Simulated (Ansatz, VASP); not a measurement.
# N in VASP and in Ansatz

```
N
1.0
    -1.21854    1.21854    1.21854
     1.21854   -1.21854    1.21854
     1.21854    1.21854   -1.21854
N
1
Direct
  0.00000 0.00000 0.00000
```

Alike in both runs: functional PBE; k mesh 16 × 16 × 16; occupations fermi-dirac, width 0.05 eV; no spin polarisation.

Ansatz relaxed the structure, and its values are those at the end. VASP's run is a single point on that final structure, the one shown.

```csv
,VASP,Ansatz
version,VASP 6.6.1,Ansatz 0.2.0
potentials or method,"VASP PAW PBE potentials, release 64 (N)","PAW with Ansatz's default frozen-core files, scalar-relativistic"
plane-wave cutoff (eV),520,420
valence electrons in the cell,5,5
```

```tsv
	VASP	Ansatz	Ansatz less VASP
pressure (GPa)	-0.3	0.0	+0.27
```

The functional is the same, so the differences come from potentials, cutoffs and numerics.
